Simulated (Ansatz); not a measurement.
Wanted: the native input for an Ansatz 0.2.0 run.

```yaml
Task: relaxation of cell and atoms
Functional: B3LYP
Potentials_or_basis: Ansatz PAW
Cutoff: "420 eV (not typed: the program's choice for these potentials)"
k_mesh: 6 × 6 × 6
Occupations: fermi-dirac, width 0.05 eV
Spin: no spin polarisation
```

In:

```
In
1.0
    -1.62547    1.62547    2.47370
     1.62547   -1.62547    2.47370
     1.62547    1.62547   -2.47370
In
1
Direct
  0.00000 0.00000 0.00000
```

The input as run:

input.yaml

```yaml
crystal:
  lattice:
    - [-1.62547, 1.62547, 2.4737]
    - [1.62547, -1.62547, 2.4737]
    - [1.62547, 1.62547, -2.4737]
  atoms:
    - { symbol: In, position: [0.0, 0.0, 0.0] }
hamiltonian:
  xc: b3lyp
  pseudopotentials: { kind: paw }
kpoints:
  mp_grid: { grid: [6, 6, 6] }
scf:
  occupations: { method: fermi_dirac, width: 0.05 }
output:
  forces: true
  stress: true
  eigenvalues: true
relax:
  f_tol: 0.01
  max_steps: 40
  cell: { stress_tol: 0.05 }
```

Potentials or basis: Ansatz PAW.

Command:

```bash
$ ansatz run input.yaml --threads 2 --pin off --max-ram 5632MiB --backend cpu --events-out ev --progress --plain --runs-dir out
```

It gave:

| Property | Result |
| --- | --- |
| Relaxed volume | 28.89 Å³/atom |
| Relaxed cell | a = 3.512 Å, b = 3.512 Å, c = 3.512 Å, α = 123.40°, β = 123.40°, γ = 84.21° |
| Space group after relaxing (to 0.05 Å) | I4/mmm (No. 139) |
| Energy gained by relaxing | 35.3 meV/atom |
| Ionic steps | 5 |
| Pressure after relaxing | 0.0 GPa |
| Band gap on the k mesh | none (metal or under the smearing width) |

Caveat: the k mesh is coarse (spacing up to 0.46 Å⁻¹), so the values aren't converged, least of all with exact exchange; the plane-wave basis is chosen anew once the cell has moved, so the energies of steps on either side of that aren't comparable; the volume moved by +11 % from the deposited cell, more than functionals usually miss; the PAW data sets come from PBE, with cores solved anew for the run's functional, which leaves a small shift of forces and pressure.

Wall time 53 s on 2 threads of Arm Neoverse V1, with other jobs on the host, peak memory 0.81 GiB.
